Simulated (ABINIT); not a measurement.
Here is an ABINIT 10.8.3 (patched build) calculation.

run.abi

```
# Pseudopotentials
pp_dirpath "./"
pseudos "Ba.upf, Ti.upf, O.upf"

# Structure
acell 3*1.0
rprim
     5.3429485438     3.0847527799     4.3811287513
    -5.3429485438     3.0847527799     4.3811287513
     0.0000000000    -6.1695055600     4.3811287513
ntypat 3
znucl 56 22 8
natom 5
typat 1 2 3 3 3
xred
     0.0000000000     0.0000000000     0.0000000000
     0.4845000000     0.4845000000     0.4845000000
     0.5086000000     0.0175000000     0.5086000000
     0.0175000000     0.5086000000     0.5086000000
     0.5086000000     0.5086000000     0.0175000000

# Plane-wave basis
ecut 35.0

# k points
kptopt 1
ngkpt 5 5 5
nshiftk 1
shiftk 0.0 0.0 0.0

# Exchange and correlation
ixc 7

# Bands and occupations
nband 24
occopt 3
tsmear 0.05 eV

# SCF cycle
nstep 100
tolvrs 1.0e-10

# Output
iomode 3
prtwf 0
prtden 0
prteig 0
prtebands 0
prtvol 2
```

Potentials or basis: PseudoDojo NC SR LDA v0.4.1 standard.

Run with:

```sh
$ abinit run.abi > log 2>&1
```

Estimate the largest force.

0.158 eV/Å.

Estimate the band gap on the k mesh.

2.46 eV, indirect (least direct gap 2.73 eV).

Forces in eV/Å, atoms in the order of the input:
```
Ba   0.000  0.000 -0.158
Ti   0.000  0.000 -0.009
O   -0.014  0.008  0.056
O    0.014  0.008  0.056
O    0.000 -0.016  0.056
```

Caveat: this release of the barium file is off; spin-orbit coupling is left out, which moves the levels of the heavy elements; an odd mesh through Γ misses points on the zone boundary, where band edges often lie. A hybrid or GW would open this gap; LDA tends to underestimate it.
